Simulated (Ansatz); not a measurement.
Starting cell, CaF2 (fluorite):

```
CaF2
1.0
    0.00000     5.51096     5.51096
    2.75548     2.75548     5.51096
    2.75548     2.75548     0.00000
Ca F
2 4
Direct
  0.00000   0.00000   0.00000
  0.50000   0.00000   0.00000
  0.00000   0.25000   0.25000
  0.50000   0.25000   0.25000
  0.00000   0.75000   0.75000
  0.50000   0.75000   0.75000
```

A phonon eigenvector at X = (0.5, 0.5, 0.0) is frozen into this cell: atom i moves by Q times the vector below, so Q is the largest atomic displacement, in Å. The cell is held. It is one choice among 2 degenerate patterns. (q is in reciprocal vectors of the primitive cell; the cell shown is doubled to hold the pattern.)

```
atom       x       y      z
----  ------  ------  -----
Ca1    0.146   0.000  0.000
Ca2   -0.146   0.000  0.000
F3     0.000  -1.000  0.000
F4     0.000   1.000  0.000
F5     0.000  -1.000  0.000
F6     0.000   1.000  0.000
```

Method: PBE (plane waves to 420 eV, PAW, scalar-relativistic; Ansatz, an electronic-structure program). k mesh 10×10×10 (Γ-centred), Fermi-Dirac smearing 0.05 eV. E stands for the smeared free energy. CaF2 was relaxed with its symmetry unable to fall. The zero of ΔE is the undisplaced structure.

| Q (Å) | ΔE (meV/cell) |
|---|---|
| -0.180 | 492 |
| -0.150 | 334 |
| -0.120 | 210 |
| -0.090 | 117 |
| -0.060 | withheld |
| -0.030 | 13 |
| 0.000 | 0 |
| 0.030 | 13 |
| 0.060 | withheld |
| 0.090 | 117 |
| 0.120 | 210 |
| 0.150 | 334 |
| 0.180 | 492 |

Problem. Fit an even polynomial form (powers 2, 4) to the given rows and predict ΔE at Q = -0.060.

Solution. Least squares on the 11 given rows: ΔE = (14120)·Q² + (32680)·Q⁴, in meV/cell with Q in Å; root-mean-square residual 0.3 meV/cell. At -0.060 the fit gives 51 meV/cell; the calculation gives 51 meV/cell, the same to the digits shown. The quadratic term alone would give 51 meV/cell.

(For displaced atoms, the force is minus the slope of the energy, and its curvature is a force constant, which sets phonon frequencies.)
